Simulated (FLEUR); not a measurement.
Crystal: CuO (Tenorite).

```
CELL_PARAMETERS angstrom
2.34465 -1.71340 0.00000
2.34465 1.71340 0.00000
-0.86055 0.00000 5.05944
ATOMIC_POSITIONS crystal
Cu 0.49680 0.00320 0.50000
Cu 0.00320 0.49680 0.00000
O 0.40560 0.57140 0.75370
O 0.57140 0.40560 0.25370
```

| Property | Result |
| --- | --- |
| Program | FLEUR MaX-R8.1 (later development tree) |
| Task | single point |
| Functional | PBEsol |
| Potentials or basis | all-electron |
| Basis | FLAPW |
| Kmax | 5.36 1/bohr |
| k mesh | 10 × 10 × 5 |
| Occupations | fermi-dirac, width 0.05 eV |
| Spin | no spin polarisation |
| Gmax | 16.6 1/bohr |
| Muffin-tin radii | Cu 1.83, O 1.4 bohr |
| lmax | Cu 8, O 8 |
| lnonsphr | Cu 8, O 8 |
| Local orbitals a species | Cu 5, O 3 |
| Max iterations | 60 |
| Mixing factor | 0.05 |
| Mixer | Anderson |
| Mixer history | 15 |

On this cell: largest force 0.758 eV/Å; band gap on the k mesh none (metal or under the smearing width).

The same run follows on a disturbed copy (atoms moved at random, drawn with an rms of 0.05 Å):

```
CELL_PARAMETERS angstrom
2.34465 -1.71340 0.00000
2.34465 1.71340 0.00000
-0.86055 0.00000 5.05944
ATOMIC_POSITIONS crystal
Cu 0.50570 0.99000 0.49524
Cu 0.01154 0.50101 0.99728
O 0.40012 0.57752 0.76099
O 0.57635 0.41408 0.25814
```

Question: What does the disturbed cell give?

Answer: The energy (extrapolated to zero smearing) moves by +18.8 meV/atom; largest force 1.554 eV/Å; band gap on the k mesh none (metal or under the smearing width).

Forces in eV/Å, atoms in the order of the input:
```
Cu  -0.207  0.226  0.819
Cu  -1.062  0.487  0.770
O    0.863 -0.827 -0.994
O    0.409  0.113 -0.599
```

Caveats: the run has no spin polarisation, though such a crystal can be magnetic; semilocal functionals often make such compounds metallic where correlation or magnetic order opens a gap, which also shifts bond lengths.
